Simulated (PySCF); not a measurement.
1-propanamine, C3H9N.
Numbering: `[CH3:1][CH2:2][CH2:3][NH2:4]` (hydrogens: H5, H6, H7 on C1; H8, H9 on C2; H10, H11 on C3; H12, H13 on N4)

Geometry (PBE0-D3(BJ)/def2-SVP, Å), atoms numbered from 1 in this order:
```xyz
13
C3H9N angstrom
C      1.7115    0.2304    0.4534
C      0.4377    0.2491   -0.3750
C     -0.7564   -0.3592    0.3429
N     -1.9301   -0.3675   -0.5070
H      2.5580    0.6661   -0.0981
H      1.5946    0.8041    1.3872
H      1.9916   -0.7986    0.7331
H      0.5809   -0.2938   -1.3239
H      0.1937    1.2902   -0.6557
H     -0.8931    0.1710    1.3127
H     -0.5148   -1.4040    0.6076
H     -2.2343    0.5867   -0.6937
H     -2.7084   -0.8266   -0.0399
```

Method: PySCF, PBE0-D3(BJ)/def2-SVP geometry optimisation, gas phase.

Take the most abundant isotopes and a rigid rotor. The values belong to one conformer with, in the numbering `[CH3:1][CH2:2][CH2:3][NH2:4]`, C1–C2–C3–N4 -178°, C2–C3–N4–H -66° and 177°.

(1) What are A, B and C (cm⁻¹)?

(2) What kind of rotor is it?

(3) Is it planar, by Δ = Ic − Ia − Ib?

(4) Where do the levels up to J = 3 lie, in cm⁻¹?

(5) Predict some low-J microwave lines.

Answers

(1) Ia = 19.92, Ib = 134.99, Ic = 144.11 u·Å²; 505379 MHz·u·Å²/I gives 25375, 3744 and 3507 MHz, that is A = 0.84641, B = 0.12488, C = 0.11698 cm⁻¹.

(2) A near-prolate asymmetric top. Ray's parameter κ = (2B − A − C)/(A − C) = -0.978; −1 is the prolate and +1 the oblate limit.

(3) Not planar: Δ = Ic − Ia − Ib = -10.80 u·Å². For a rigid frame Δ = −2 Σ m c², so Σ m c² = 5.40 u·Å² lies off the ab plane: 5.33 from hydrogen and 0.07 from heavier atoms. The atom farthest from that plane is 0.94 Å away.

(4) Above 0(0,0):
J = 1: 1(0,1) 0.2419, 1(1,1) 0.9634, 1(1,0) 0.9713
J = 2: 2(0,2) 0.7255, 2(1,2) 1.4392, 2(1,1) 1.4629, 2(2,1) 3.6275, 2(2,0) 3.6276
J = 3: 3(0,3) 1.4508, 3(1,3) 2.1529, 3(1,2) 2.2003, 3(2,2) 4.3531, 3(2,1) 4.3534, 3(3,1) 7.9805, 3(3,0) 7.9805

(5) The dipole components are |μa| = 0.22 D, |μb| = 0.63 D, |μc| = 1.06 D. The squared components, which scale the intensities, stand as 0.04 : 0.36 : 1.00 (a : b : c). Some lines, for components of 0.1 D or more:

```csv
type,branch,"J(Ka,Kc)",MHz,lower level (cm⁻¹)
a,Q,"2(1,1) ← 2(1,2)",710,1.439
a,R,"1(0,1) ← 0(0,0)",7251,0.000
a,R,"2(1,2) ← 1(1,1)",14265,0.963
a,R,"2(0,2) ← 1(0,1)",14499,0.242
a,R,"2(1,1) ← 1(1,0)",14738,0.971
c,Q,"2(1,2) ← 2(0,2)",21396,0.726
c,Q,"1(1,1) ← 1(0,1)",21631,0.242
b,Q,"1(1,0) ← 1(0,1)",21868,0.242
b,Q,"2(1,1) ← 2(0,2)",22107,0.726
b,R,"1(1,1) ← 0(0,0)",28882,0.000
c,R,"1(1,0) ← 0(0,0)",29119,0.000
b,R,"2(1,2) ← 1(0,1)",35896,0.242
c,R,"2(1,1) ← 1(0,1)",36606,0.242
c,Q,"2(2,1) ← 2(1,1)",64893,1.463
b,Q,"2(2,0) ← 2(1,1)",64895,1.463
b,Q,"2(2,1) ← 2(1,2)",65604,1.439
b,R,"2(2,1) ← 1(1,0)",79631,0.971
c,R,"2(2,0) ← 1(1,0)",79633,0.971
c,R,"2(2,1) ← 1(1,1)",79868,0.963
b,R,"2(2,0) ← 1(1,1)",79870,0.963
```

No PBE0-D3(BJ)/def2-SVP frequencies stand behind this structure, so it isn't proved a minimum. Constants of a rigid frame at the computed geometry: no zero-point averaging, no centrifugal distortion. A rigid rotor knows nothing of inversion at nitrogen or internal rotation, which can split or shift real lines. Quadrupole hyperfine structure (14N) is left out.
